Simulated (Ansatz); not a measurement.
# Pressure against volume: InSb

```
In Sb
1.0
     5.35700    0.00000    0.00000
     0.00000    5.71200    0.00000
     0.00000    0.00000    3.06300
In Sb
2 2
Direct
  0.00000 0.00000 0.00000
  0.50000 0.50000 0.00000
  0.50000 0.00000 0.83500
  0.00000 0.50000 0.16500
```

The geometry is COD entry 1525500, unchecked; take it as a test cell.

No spin–orbit coupling, which matters for the heavy atoms here.

Levels of theory: DFT, LDA, all-electron LAPW, scalar-relativistic (Ansatz 0.2.0); DFT, LDA, PAW with Ansatz's default frozen-core files, scalar-relativistic (Ansatz 0.2.0).

For LAPW: a Γ-centred 6×6×11 k mesh, Fermi–Dirac smearing of 0.08 eV, basis error target 1 meV/atom, no spin polarisation. PAW takes a cutoff of 420 eV at this cell (files made with PBE, cores remade for this functional). The Ansatz runs share mesh, smearing and spin set-up. Plane-wave (PAW) pressures include the program's estimate of the Pulay term.

The cell above is scaled evenly, with fractional coordinates and shape held.

```json
{"V/V(cell)": "0.9400", "V (Å³/atom)": "22.025", "P, LAPW (GPa)": "19.27", "P, PAW (GPa)": "19.23", "free energy over the lowest listed, PAW (meV/atom)": "208.6"}
{"V/V(cell)": "0.9600", "V (Å³/atom)": "22.494", "P, LAPW (GPa)": "16.43", "P, PAW (GPa)": "16.40", "free energy over the lowest listed, PAW (meV/atom)": "156.6"}
{"V/V(cell)": "0.9800", "V (Å³/atom)": "22.963", "P, LAPW (GPa)": "13.87", "P, PAW (GPa)": "13.84", "free energy over the lowest listed, PAW (meV/atom)": "112.4"}
{"V/V(cell)": "0.9900", "V (Å³/atom)": "23.197", "P, LAPW (GPa)": "12.69", "P, PAW (GPa)": "12.66", "free energy over the lowest listed, PAW (meV/atom)": "93.0"}
{"V/V(cell)": "1.0000", "V (Å³/atom)": "23.431", "P, LAPW (GPa)": "11.57", "P, PAW (GPa)": "11.54", "free energy over the lowest listed, PAW (meV/atom)": "75.3"}
{"V/V(cell)": "1.0100", "V (Å³/atom)": "23.666", "P, LAPW (GPa)": "10.51", "P, PAW (GPa)": "10.48", "free energy over the lowest listed, PAW (meV/atom)": "59.2"}
{"V/V(cell)": "1.0200", "V (Å³/atom)": "23.900", "P, LAPW (GPa)": "9.50", "P, PAW (GPa)": "9.47", "free energy over the lowest listed, PAW (meV/atom)": "44.7"}
{"V/V(cell)": "1.0400", "V (Å³/atom)": "24.369", "P, LAPW (GPa)": "7.63", "P, PAW (GPa)": "7.60", "free energy over the lowest listed, PAW (meV/atom)": "19.7"}
{"V/V(cell)": "1.0600", "V (Å³/atom)": "24.837", "P, LAPW (GPa)": "5.94", "P, PAW (GPa)": "5.92", "free energy over the lowest listed, PAW (meV/atom)": "0.0"}
```
